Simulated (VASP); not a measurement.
# Ag (Ia-3) in VASP: a series of runs, part 2 of 2

VASP 6.6.1. The steps go on from the part before.

**4. Relaxation of cell and atoms, PBE**

INCAR reads:

```
PREC = Accurate
ENCUT = 600
EDIFF = 1E-6
ISMEAR = 0
SIGMA = 0.1
LREAL = F
LASPH = T
NELM = 100
ALGO = Normal
ISIF = 3
LWAVE = F
LCHARG = F
GGA = PE
IBRION = 2
NSW = 90
EDIFFG = -0.04
```

KPOINTS reads:

```
Automatic mesh
0
Gamma
  4 4 4
```

POSCAR reads:

```
Ag
1.0
   -3.3730700461      3.3730700461      3.3730700461
    3.3730700461     -3.3730700461      3.3730700461
    3.3730700461      3.3730700461     -3.3730700461
Ag
8
Direct
    0.2060000000      0.2060000000      0.2060000000
    0.5000000000      0.0000000000      0.2940000000
    0.2940000000      0.5000000000      0.0000000000
    0.0000000000      0.2940000000      0.5000000000
    0.7940000000      0.7940000000      0.7940000000
    0.5000000000      0.0000000000      0.7060000000
    0.7060000000      0.5000000000      0.0000000000
    0.0000000000      0.7060000000      0.5000000000
```

Potentials or basis: VASP PAW PBE potentials, release 64 (Ag).

The run is started by

```console
cat potpaw_PBE.64/Ag/POTCAR > POTCAR
mpirun -np 1 vasp_std > vasp.out
```

OUTCAR:

```text
PREC = Accurate
   ENCUT = 600
   EDIFF = 1E-6
   ISMEAR = 0
   LREAL = F
   LASPH = T
   NELM = 100
   ISIF = 3
   GGA = PE
   IBRION = 2
   NSW = 90
   EDIFFG = -0.04

 ion  position               nearest neighbor table
   1  0.206  0.206  0.206-   5 2.41   3 2.42   4 2.42   2 2.42   5 3.44
   2  0.500  0.000  0.294-   6 2.41   4 2.42   1 2.42   3 2.42   6 3.44
   3  0.294  0.500  0.000-   7 2.41   2 2.42   1 2.42   4 2.42   7 3.44
   4  0.000  0.294  0.500-   8 2.41   3 2.42   1 2.42   2 2.42   8 3.44
   5  0.794  0.794  0.794-   1 2.41   6 2.42   7 2.42   8 2.42   1 3.44
   6  0.500  0.000  0.706-   2 2.41   5 2.42   7 2.42   8 2.42   2 3.44
   7  0.706  0.500  0.000-   3 2.41   5 2.42   8 2.42   6 2.42   3 3.44
   8  0.000  0.706  0.500-   4 2.41   5 2.42   6 2.42   7 2.42   4 3.44

  LATTYP: Found a body centered cubic cell.
 ALAT       =     6.7461400922

  Lattice vectors:

 A1 = (  -3.3730700461,   3.3730700461,   3.3730700461)
[... 182 lines left out ...]
 cond. band min:       7.3596758009   @ k =   0.5000   0.5000   0.2500
 fundamental gap:      0.2230139079
 Fermi energy:         7.1762106246

 k-point     1 :       0.0000    0.0000    0.0000
  band No.  band energies     occupation
      1       0.0361      2.00000
      2       0.5952      2.00000
      3       0.5952      2.00000
      4       0.7339      2.00000
      5       0.7339      2.00000
      6       0.7339      2.00000
[... 554 lines left out ...]
--------------------------------------- Ionic step        4  -------------------------------------------

 number of electron      87.9999993 magnetization

 Free energy of the ion-electron system (eV)
  ---------------------------------------------------
  ext. energy  EPLUGINS =         0.00000000
  ---------------------------------------------------
  free energy    TOTEN  =       -16.24591053 eV

  energy without entropy =      -16.21322743  energy(sigma->0) =      -16.22956898

 E-fermi :   4.2123     XC(G=0):  -9.8473

 val. band max:        4.1927714942   @ k =   0.2500   0.0000   0.0000
 cond. band min:       4.2744360610   @ k =   0.5000   0.0000   0.0000
 fundamental gap:      0.0816645667
 Fermi energy:         4.2123116363

 k-point     1 :       0.0000    0.0000    0.0000
  band No.  band energies     occupation
      1      -1.3548      2.00000
      2      -1.0021      2.00000
      3      -1.0021      2.00000
      4      -0.8597      2.00000
      5      -0.8597      2.00000
      6      -0.8597      2.00000
[... 464 lines left out ...]
  FREE ENERGIE OF THE ION-ELECTRON SYSTEM (eV)
  ---------------------------------------------------
  free  energy   TOTEN  =       -16.2459105285 eV

  energy  without entropy=      -16.2132274264  energy(sigma->0) =      -16.22956898

 reached required accuracy - stopping structural energy minimisation
```

CONTCAR:

```text
Ag
   1.00000000000000
    -3.6971259146087396    3.6971259146087396    3.6971259146087396
     3.6971259146087396   -3.6971259146087396    3.6971259146087396
     3.6971259146087396    3.6971259146087396   -3.6971259146087396
  Ag
     8
Direct
     0.2148701042857843    0.2148701042857843    0.2148701042857843
     0.5000000000000000    0.0000000000000000    0.2851298957142157
     0.2851298957142157    0.5000000000000000    0.0000000000000000
     1.0000000000000000    0.2851298957142157    0.5000000000000000
     0.7851298957142157    0.7851298957142157    0.7851298957142157
     0.5000000000000000    1.0000000000000000    0.7148701042857843
     0.7148701042857843    0.5000000000000000    1.0000000000000000
     0.0000000000000000    0.7148701042857843    0.5000000000000000

  0.00000000E+00  0.00000000E+00  0.00000000E+00
  0.00000000E+00  0.00000000E+00  0.00000000E+00
  0.00000000E+00  0.00000000E+00  0.00000000E+00
  0.00000000E+00  0.00000000E+00  0.00000000E+00
  0.00000000E+00  0.00000000E+00  0.00000000E+00
  0.00000000E+00  0.00000000E+00  0.00000000E+00
  0.00000000E+00  0.00000000E+00  0.00000000E+00
  0.00000000E+00  0.00000000E+00  0.00000000E+00
```

It took 2.2 min on 1 thread of Intel Xeon 6975P-C (Granite Rapids), shared host; peak memory 0.35 GiB.

Results:

```
Free energy                            : -16.2459 eV
Relaxed volume                         : 25.27 Å³/atom
Relaxed cell                           : a = 6.404 Å, b = 6.404 Å, c = 6.404 Å, α = 109.47°, β = 109.47°, γ = 109.47°
Space group after relaxing (to 0.05 Å) : Ia-3 (No. 206)
Energy gained by relaxing              : 391.3 meV/atom
Ionic steps                            : 4
Pressure after relaxing                : -0.1 GPa
Largest force after relaxing           : 0.034 eV/Å
Band gap on the k mesh                 : none (metal or under the smearing width)
```

Forces in eV/Å, atoms in the order of the input:
```
Ag  -0.020 -0.020 -0.020
Ag   0.020  0.020 -0.020
Ag  -0.020  0.020  0.020
Ag   0.020 -0.020  0.020
Ag   0.020  0.020  0.020
Ag  -0.020 -0.020  0.020
Ag   0.020 -0.020 -0.020
Ag  -0.020  0.020 -0.020
```

Step by step:
| step | energy change (eV) | largest force (eV/Å) | pressure (GPa) | volume (Å³) |
| --- | --- | --- | --- | --- |
| 1 | 0.0000 | 1.5849 | 26.52 | 153.51 |
| 2 | -2.5880 | 0.2244 | -4.03 | 235.44 |
| 3 | -3.1293 | 0.0112 | 0.35 | 200.01 |
| 4 | -3.1306 | 0.0345 | -0.11 | 202.14 |

Final structure:
```cif
data_structure
_symmetry_space_group_name_H-M 'P 1'
_symmetry_Int_Tables_number 1
_cell_length_a 6.4036
_cell_length_b 6.4036
_cell_length_c 6.4036
_cell_angle_alpha 109.471
_cell_angle_beta 109.471
_cell_angle_gamma 109.471
_cell_volume 202.14
loop_
_atom_site_label
_atom_site_type_symbol
_atom_site_fract_x
_atom_site_fract_y
_atom_site_fract_z
_atom_site_occupancy
Ag1 Ag 0.21487 0.21487 0.21487 1
Ag2 Ag 0.50000 0.00000 0.28513 1
Ag3 Ag 0.28513 0.50000 0.00000 1
Ag4 Ag 0.00000 0.28513 0.50000 1
Ag5 Ag 0.78513 0.78513 0.78513 1
Ag6 Ag 0.50000 0.00000 0.71487 1
Ag7 Ag 0.71487 0.50000 0.00000 1
Ag8 Ag 0.00000 0.71487 0.50000 1
```

Levels at points of the mesh, in eV from the Fermi level:
| k point | band 41 | band 42 | band 43 | band 44 | band 45 | band 46 | band 47 | band 48 |
| --- | --- | --- | --- | --- | --- | --- | --- | --- |
| (0.00, 0.00, 0.00) | -2.63 | 0.62 | 0.86 | 0.86 | 0.86 | 1.40 | 1.40 | 1.40 |
| (0.50, 0.00, 0.00) | -2.65 | -2.65 | -0.48 | -0.48 | 0.06 | 0.06 | 2.71 | 2.71 |
| (0.50, 0.50, 0.50) | -1.74 | -1.74 | -1.74 | -1.72 | -1.72 | -1.72 | 3.77 | 3.95 |

Caveat: the volume moved by over 15 % at a fixed basis, so the end points are rough.

**5. Summary**

| task | cell | cutoff (eV) | gap on the mesh (eV) | pressure (GPa) | largest force (eV/Å) |
| --- | --- | --- | --- | --- | --- |
| single point | Ia-3, 19.19 Å³/atom | 520 | none | 26.5 | 1.58 |
| single point | Ia-3, 25.08 Å³/atom | 520 | none | 0.3 | - |
| relaxation of cell and atoms | relaxed | 600 | none | -0.1 | 0.03 |

Alike in all rows: level PBE; potentials or basis VASP PAW PBE potentials, release 64 (Ag); no spin polarisation; k mesh 4 × 4 × 4; smearing gaussian 0.1 eV.

Caveats: so large a pressure means that the cell lies far from this level's equilibrium, or that cutoff or potentials fall short (some runs); forces of over 1 eV/Å show positions far from the minimum, so gaps and moduli don't describe the material at rest (some runs); the volume moved by over 15 % at a fixed basis, so the end points are rough (some runs).

Absolute energies hang on the potentials; compare differences alone.
